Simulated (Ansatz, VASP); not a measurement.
## CoO: VASP beside Ansatz

```
CELL_PARAMETERS angstrom
0.00000 2.13150 2.13150
2.13150 0.00000 2.13150
2.13150 2.13150 0.00000
ATOMIC_POSITIONS crystal
Co 0.00000 0.00000 0.00000
O 0.50000 0.50000 0.50000
```

Alike in both runs: task single point; functional PBE; k mesh 6 × 6 × 6; occupations gaussian, width 0.05 eV; collinear spin; Hubbard terms Co d U = 3.3 eV.

|  | VASP | Ansatz |
| --- | --- | --- |
| version | VASP 6.6.1 | Ansatz 0.2.0 |
| potentials or method | VASP PAW PBE potentials, release 64 (Co, O) | scalar-relativistic, plane waves, PAW |
| plane-wave cutoff (eV) | 520 | 420 |
| valence electrons in the cell | 15 | 23 |

Ansatz gave:

- pressure (GPa): 8.2
- largest component of the traceless stress (GPa): 0.67
- net moment per atom (μB): 1.50
- size of the moment on the site where the two differ most (μB): 2.60

Q: What did VASP give for the same quantities?

A: Pressure (GPa): -2.2; largest component of the traceless stress (GPa): 0.00; net moment per atom (μB): 1.50; size of the moment on the site where the two differ most (μB): 2.73.

Site moments also hang on the region over which each program counts them. The programs project onto different local orbitals, so the same U acts differently. The two sets of potentials don't hold the same shells in valence. Ansatz warned: «reached_outside_group».

Caveats: the k mesh is coarse (spacing up to 0.43 Å⁻¹), so the values aren't converged; a cell with one magnetic atom can't hold antiferromagnetic order, which such compounds often take. The state reached can hang on the start; a lower one may exist.
